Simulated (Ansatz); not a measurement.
Mn3Si:

```xyz
4
Lattice="0.0000 2.8610 2.8610 2.8610 0.0000 2.8610 2.8610 2.8610 0.0000" Properties=species:S:1:pos:R:3 pbc="T T T"
Mn    4.2915    4.2915    4.2915
Mn    1.4305    1.4305    1.4305
Mn    2.8610    2.8610    2.8610
Si    0.0000    0.0000    0.0000
```

Base run:

| Item | Value |
| --- | --- |
| Program | Ansatz 0.2.0 |
| Functional | PBEsol |
| Potentials or basis | Ansatz PAW |
| Cutoff | 420 eV (not typed: the program's choice for these potentials) |
| k mesh | 7 × 7 × 7 |
| Occupations | fermi-dirac, width 0.05 eV |
| Spin | collinear spin, ferromagnetic start |
| Starting moments | [8.0, 8.0, 8.0, 0.0] μB |
| Fixed moment | 24 μB |

Its results: pressure 244.0 GPa; site moments Mn +5.34, +5.35; Si +2.19 μB.

Q: After a change of settings the same cell gave: pressure 42.9 GPa; site moments Mn +3.52, +3.76; Si +0.11 μB. Which change was it?
A. fixed moment from 24 μB to 15 μB; moments at the start from [8.0, 8.0, 8.0, 0.0] to [5.0, 5.0, 5.0, 0.0]
B. fixed moment from 24 μB to 12 μB; moments at the start from [8.0, 8.0, 8.0, 0.0] to [4.0, 4.0, 4.0, 0.0]
C. fixed moment from 24 μB to 9 μB; moments at the start from [8.0, 8.0, 8.0, 0.0] to [3.0, 3.0, 3.0, 0.0]
D. fixed moment from 24 μB to 6 μB; moments at the start from [8.0, 8.0, 8.0, 0.0] to [2.0, 2.0, 2.0, 0.0]

A: B.

Caveats: a pressure of tens of GPa on the cell as given is suspect, and the run, the potentials or the cell itself is likely at fault; the total moment is fixed, so each spin has its own Fermi level; the PAW data sets come from PBE, with cores solved anew for the run's functional, which leaves a small shift of forces and pressure; the thresholds are loose for stress.
